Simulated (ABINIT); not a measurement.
## CdSe (Cadmoselite): zone-centre phonons

Which modes does CdSe (Cadmoselite) have at the zone centre?

Main program and level: ABINIT 10.8.3; DFT LDA, scalar-relativistic, plane waves, JTH PAW pseudopotentials.

Most raw output is cut from this account.

The database entry behind the starting cell differs from later determinations by our own check (inner coordinate of an old entry), so it need not match the best structure at ambient conditions.

## 1. The structure

Symmetry: P6_3mc, No. 186, hexagonal system. The conventional cell has a = 4.300 Å, b = 4.300 Å, c = 7.020 Å, α = 90.00°, β = 90.00°, γ = 120.00°. Nearest to Cd lie 4 Se at 2.61 to 2.70 Å. Nearest to Se lie 4 Cd at 2.61 to 2.70 Å. Farther neighbours and most contacts between anions are not listed.

As a file:

```xyz
4
Lattice="4.3000 0.0000 0.0000 -2.1500 3.7239 0.0000 0.0000 0.0000 7.0200" Properties=species:S:1:pos:R:3 pbc="T T T"
Cd    0.0000    2.4826    0.0000
Cd    2.1500    1.2413    3.5100
Se    0.0000    2.4826    2.7027
Se    2.1500    1.2413    6.2127
```

## 2. A first look

A first run with smearing and empty bands tells whether the crystal has a gap, which decides between fixed occupations and smearing later on.

probe.abi reads:

```
# ground state
tolvrs 1.0d-08
prtden 1
prtwf 1

# basis, mesh and filling
ecut 18.0
pawecutdg 36.0
ngkpt 6 6 4
nshiftk 1
shiftk 0.0 0.0 0.0
istwfk *1
occopt 7
tsmear 0.005
nband 26
nstep 100
diemac 9.0
prtebands 0
prtgsr 0

# cell and atoms
acell 8.125822336 8.125822336 13.26587739
rprim 
    1.0 0.0 0.0
    -0.5 0.8660254038 0.0
    0.0 0.0 1.0
ntypat 2
znucl 48 34
natom 4
typat 1 1 2 2
xred 
    1/3 2/3 0.0
    2/3 1/3 0.5
    1/3 2/3 0.3850000000
    2/3 1/3 0.8850000000
pp_dirpath "./pseudo"
pseudos "Cd.xml, Se.xml"
```

Launch:

```bash
$ OMP_NUM_THREADS=1 mpirun -n 16 abinit probe.abi > probe.log
```

Elapsed: 8.1 s, on 16 MPI ranks of Arm Neoverse V2, shared host; 2.1 min of CPU time.

This step gave:

```yaml
volume_per_atom: 28.10 Å³
pressure: -2.019 GPa
gap_on_the_k_mesh: 0.4172 eV
```

A gap of 0.42 eV opens on this mesh, so the crystal is taken as an insulator; the printed pressure holds the stress of the finite basis too.

## 3. Relaxation

The harmonic expansion needs vanishing forces, and a free crystal bears no stress, so cell and atoms are brought to rest. Stress is more sensitive to the basis than forces are: the last 3 Ha under the cutoff are smoothed with ecutsm, and the cutoff is raised above that of the later runs.

relax.abi reads:

```
# relaxation
ionmov 2
optcell 2
dilatmx 1.08
ntime 40
tolmxf 1.0d-05
tolvrs 1.0d-14
prtwf 0
prtden 0
chksymtnons 0

# basis, mesh and filling
ecut 24.0
ecutsm 3.0
pawecutdg 48.0
ngkpt 9 9 4
nshiftk 1
shiftk 0.0 0.0 0.0
istwfk *1
occopt 1
nband 18
nstep 100
diemac 9.0
prtebands 0
prtgsr 0

# cell and atoms
acell 8.125822336 8.125822336 13.26587739
rprim 
    1.0 0.0 0.0
    -0.5 0.8660254038 0.0
    0.0 0.0 1.0
ntypat 2
znucl 48 34
natom 4
typat 1 1 2 2
xred 
    1/3 2/3 0.0
    2/3 1/3 0.5
    1/3 2/3 0.3850000000
    2/3 1/3 0.8850000000
pp_dirpath "./pseudo"
pseudos "Cd.xml, Se.xml"
```

Launch:

```bash
$ OMP_NUM_THREADS=1 mpirun -n 16 abinit relax.abi > relax.log
```

Wall time 6 min (16 MPI ranks).

The steps of the relaxation:

```
step  energy less that of the first step (eV)  largest force (eV/Å)  volume (Å³)
   1                                   0.0000                0.2553       112.41
   2                                  -0.0098                0.2339       111.81
   3                                  -0.0371                0.0090       107.78
   4                                  -0.0383                0.0538       108.49
   5                                  -0.0384                0.0472       108.46
   6                                  -0.0394                0.0055       108.53
   7                                  -0.0396                0.0161       108.68
   8                                  -0.0399                0.0170       108.85
   9                                  -0.0401                0.0120       108.88
  10                                  -0.0403                0.0030       108.78
  11                                  -0.0404                0.0008       108.64
  12                                  -0.0404                0.0005       108.58
  13                                  -0.0404                0.0001       108.58
```

```
conventional cell, symmetrised  before  after  change
                         a (Å)   4.300  4.249  -1.2 %
                         b (Å)   4.300  4.249  -1.2 %
                         c (Å)   7.020  6.944  -1.1 %
              volume (Å³/atom)   28.10  27.14  -3.4 %
```

The atoms that moved most (Å, as changes of fractional coordinates times the final cell):

```
atom     dx     dy      dz  length
 Cd2  0.000  0.000   0.034   0.034
 Se3  0.000  0.000  -0.034   0.034
 Se4  0.000  0.000  -0.034   0.034
 Cd1  0.000  0.000   0.034   0.034
```

Final coordinates:

```
Cd Se
1.0
     4.24909    0.00000    0.00000
    -2.12455    3.67982    0.00000
     0.00000    0.00000    6.94416
Cd Se
2 2
Direct
  0.33333 0.66667 0.00483
  0.66667 0.33333 0.50483
  0.33333 0.66667 0.38017
  0.66667 0.33333 0.88017
```

This step gave:

```yaml
volume_per_atom: 27.14 Å³
pressure: 1.60e-4 GPa
```

The volume changes by -3.4 % in this run and stands -3.4 % from the first cell.

## 4. Self-consistent run for the response

The response is built on these wavefunctions, so the potential is converged far more tightly than an energy would need. The mesh is shifted off Γ, since shifted meshes converge sums over the zone faster.

gs.abi reads:

```
# ground state
tolvrs 1.0d-16
prtden 1
prtwf 1

# basis, mesh and filling
ecut 18.0
pawecutdg 36.0
ngkpt 10 10 4
nshiftk 1
shiftk 0.0 0.0 0.5
istwfk *1
occopt 1
nband 18
nstep 100
diemac 9.0
prtebands 0
prtgsr 0

# cell and atoms
acell 8.029618199 8.029618199 13.12255813
rprim 
    1.0 0.0 0.0
    -0.5 0.8660254038 0.0
    0.0 0.0 1.0
ntypat 2
znucl 48 34
natom 4
typat 1 1 2 2
xred 
    1/3 2/3 0.0048344480
    2/3 1/3 0.5048344480
    1/3 2/3 0.3801655520
    2/3 1/3 0.8801655520
pp_dirpath "./pseudo"
pseudos "Cd.xml, Se.xml"
```

Launch:

```bash
$ OMP_NUM_THREADS=1 mpirun -n 16 abinit gs.abi > gs.log
```

It took 14 s on 16 MPI ranks; 3.6 min of CPU time.

This step gave:

```yaml
pressure: -0.2827 GPa
```

The cell stands at -0.28 GPa: the relaxation ran with a smoothed and higher cutoff and on another k mesh.

## 5. The gap at rest

Empty bands on the ground state's density check that the gap assumed so far is there in this cell.

gap.abi reads:

```
# empty bands on the ground state's density
iscf -2
getden_filepath "gso_DEN"
tolwfr 1.0d-12
nbdbuf 2
prtwf 0

# basis, mesh and filling
ecut 18.0
pawecutdg 36.0
ngkpt 10 10 4
nshiftk 1
shiftk 0.0 0.0 0.0
istwfk *1
occopt 1
nband 22
nstep 100
diemac 9.0
prtebands 0
prtgsr 0

# cell and atoms
acell 8.029618199 8.029618199 13.12255813
rprim 
    1.0 0.0 0.0
    -0.5 0.8660254038 0.0
    0.0 0.0 1.0
ntypat 2
znucl 48 34
natom 4
typat 1 1 2 2
xred 
    1/3 2/3 0.0048344480
    2/3 1/3 0.5048344480
    1/3 2/3 0.3801655520
    2/3 1/3 0.8801655520
pp_dirpath "./pseudo"
pseudos "Cd.xml, Se.xml"
```

Launch:

```bash
$ OMP_NUM_THREADS=1 mpirun -n 16 abinit gap.abi > gap.log
```

It took 10 s on 16 MPI ranks.

This step gave:

```yaml
gap_on_the_k_mesh: 0.4479 eV
```

In this cell the gap on the mesh is 0.45 eV, direct, so fixed occupations hold.

## 6. Zone-centre response

The derivative of the wavefunctions by k comes first, since the response to a field is built on it; then the field and the displacements that symmetry doesn't supply are solved at q = 0.

It reads the wavefunctions written in step 4.

dfpt_gamma.abi reads:

```
ndtset 2

# common to the responses
getwfk_filepath "gso_WFK"
kptopt 2
nqpt 1
qpt 0.0 0.0 0.0
asr 0
chneut 0

# d/dk
rfelfd1 2
rfdir1 1 1 1
iscf1 -3
tolwfr1 1.0d-20

# displacements, field
rfphon2 1
rfatpol2 1 4
rfdir2 1 1 1
rfelfd2 3
getddk2 1
tolvrs2 1.0d-10
prtwf2 0

# basis, mesh and filling
ecut 18.0
pawecutdg 36.0
ngkpt 10 10 4
nshiftk 1
shiftk 0.0 0.0 0.5
istwfk *1
occopt 1
nband 18
nstep 100
diemac 9.0
prtebands 0
prtgsr 0

# cell and atoms
acell 8.029618199 8.029618199 13.12255813
rprim 
    1.0 0.0 0.0
    -0.5 0.8660254038 0.0
    0.0 0.0 1.0
ntypat 2
znucl 48 34
natom 4
typat 1 1 2 2
xred 
    1/3 2/3 0.0048344480
    2/3 1/3 0.5048344480
    1/3 2/3 0.3801655520
    2/3 1/3 0.8801655520
pp_dirpath "./pseudo"
pseudos "Cd.xml, Se.xml"
```

Launch:

```bash
$ OMP_NUM_THREADS=1 mpirun -n 16 abinit dfpt_gamma.abi > dfpt_gamma.log
```

The job ended after 10 min (16 MPI ranks; 2.7 h of CPU time).

Read from the output:

- miss of the charge sum rule: 0.06775 e
- largest acoustic frequency at the zone centre before the sum rule: -2.65 cm⁻¹
- highest optical zone-centre mode (no LO-TO term): 192.1 cm⁻¹
- lowest optical zone-centre mode: 32.99 cm⁻¹
- mean high-frequency dielectric constant: 7.806
- largest Born charge in size (third of the trace): 2.149 e

Born charge (rows field, columns displacement), before the sum rule (e), principal values of the symmetric part by kind of site:

```
atom  atoms with these values    low  middle   high   mean
 Cd1                        2   2.12    2.12   2.21   2.15
 Se3                        2  -2.17   -2.11  -2.11  -2.13
```

In full for Cd1:

```
2.12 0.00 0.00
0.00 2.12 0.00
0.00 0.00 2.21
```

High-frequency dielectric tensor:

```
8.06 0.00 0.00
0.00 8.06 0.00
0.00 0.00 7.29
```

The acoustic modes at Γ come out as far as 2.6 cm⁻¹ from zero, where they should vanish, a small numerical error; the Born charges miss their sum rule by 0.068 e, too much: mesh or cutoff is short for the field response.

## 7. Modes with the sum rule

anaddb reads the merged derivatives, imposes the acoustic sum rule and charge neutrality, and adds the LO-TO term along chosen directions.

anaddb.abi reads:

```
ddb_filepath "gamma_DDB"
output_file "anaddb.abo"
outdata_prefix "anaddb"
asr 1
chneut 1
enunit 2
eivec 1
nph1l 1
qph1l 0.0 0.0 0.0 1.0
dieflag 1
nph2l 3
qph2l 
    1.0 0.0 0.0 0.0
    0.0 0.0 1.0 0.0
    1.0 1.0 1.0 0.0
```

mrgddb.in reads:

```
gamma_DDB
merged
1
dfpt_gammao_DS2_DDB
```

Launch:

```bash
$ mrgddb < mrgddb.in > mrgddb.log
$ OMP_NUM_THREADS=1 anaddb anaddb.abi > anaddb.log
```

Run time: 0.53 s. Hardware: 1 thread.

This step gave:

```yaml
lowest_optical_zone_centre_mode: 33.06 cm⁻¹
mean_static_dielectric_constant: 10.69
highest_mode_moved_by_the_lo_to_term: 207.4 cm⁻¹
```

No LO-TO term; unit eigenvectors of the mass-weighted matrix, from anaddb's displacements. The modes at Γ (shares of kinetic energy by element, %):

```
mode  frequency (cm⁻¹)  Cd %  Se %
   1               0.0    59    41
   2               0.0    59    41
   3               0.0    59    41
   4              33.1    65    35
   5              33.1    65    35
   6             125.0    85    15
   7             173.6    41    59
   8             177.6    41    59
   9             177.6    41    59
  10             180.6    35    65
  11             180.6    35    65
  12             192.1    15    85
```

Displacements in mode 4 (33.1 cm⁻¹), the largest set to 1:
```
Cd1  0.00 -1.00  0.00
Cd2  0.00  1.00  0.00
Se3  0.00  0.89  0.00
Se4  0.00 -0.89  0.00
```

Displacements in mode 8 (177.6 cm⁻¹), the largest set to 1:
```
Cd1  0.00  0.70  0.00
Cd2  0.00  0.70  0.00
Se3  0.00 -1.00  0.00
Se4  0.00 -1.00  0.00
```

Static dielectric tensor (ions relaxed, fixed cell):

```
10.83  0.00  0.00
 0.00 10.83  0.00
 0.00  0.00 10.40
```

Before neutrality was imposed the Born charges missed it by 0.068 e, so ε₀, the LO modes and the intensities above are not converged in mesh or cutoff.

## 8. Sum rules set otherwise (asr 0)

Without the rule the raw error of the acoustic modes shows.

anaddb.abi, as its differences from that of step 7:

```diff
@@ -3,4 +3,4 @@
 outdata_prefix "anaddb"
-asr 1
-chneut 1
+asr 0
+chneut 0
 enunit 2
```

mrgddb.in is that of step 7.

Run time: 0.53 s. Hardware: 1 thread.

Read from the output:

```
lowest optical zone-centre mode : 32.99 cm⁻¹
```

Zone-centre frequencies as printed; negative means imaginary. Modes:

```
mode  frequency (cm⁻¹)
   1             -2.65
   2              -1.8
   3              -1.8
   4             32.99
   5             32.99
   6               125
   7             173.5
   8             177.6
   9             177.6
  10             180.7
  11             180.7
  12             192.1
```

## 9. Results

- space group after relaxation: P6_3mc
- volume per atom: 27.1 Å³
- highest optical zone-centre mode (no LO-TO term): 192.1 cm⁻¹
- lowest optical zone-centre mode: 33.1 cm⁻¹
- highest mode moved by the LO-TO term (probably not converged in the k mesh): 207.4 cm⁻¹
- mean high-frequency dielectric constant (probably not converged in the k mesh): 7.81
- largest Born charge in size (third of the trace) (probably not converged in the k mesh): 2.15 e
- mean static dielectric constant (probably not converged in the k mesh): 10.7
- imaginary optical modes at the zone centre (no q mesh in this session): none

In words: At the LDA level the optical modes of CdSe (Cadmoselite) at the zone centre (no LO-TO term) run from 33 to 192 cm⁻¹. Along the directions run, the highest mode that the macroscopic field moves lies at 207 cm⁻¹. Lattice motion raises the mean dielectric constant from 7.806 to 10.69. The Born charges miss their sum rule by 0.068 e, a sign that the k mesh or the cutoff is short for the field response. ε∞, the Born charges and what follows from them are probably not converged in the k mesh. These are harmonic frequencies at zero temperature: anharmonic shifts and linewidths and thermal expansion are left out.

[Host names and launcher messages were left out of these logs when they were recorded.]

[Logs are printed without paths, hosts, clocks, repeated set-up lines and the standing remarks that a program may print on its own settings, such as how far it seeks lower states.]

[Hosts, paths, dates, database ids (printed as entryN), source tags and the programs' standing remarks are cut or masked in the printed files.]
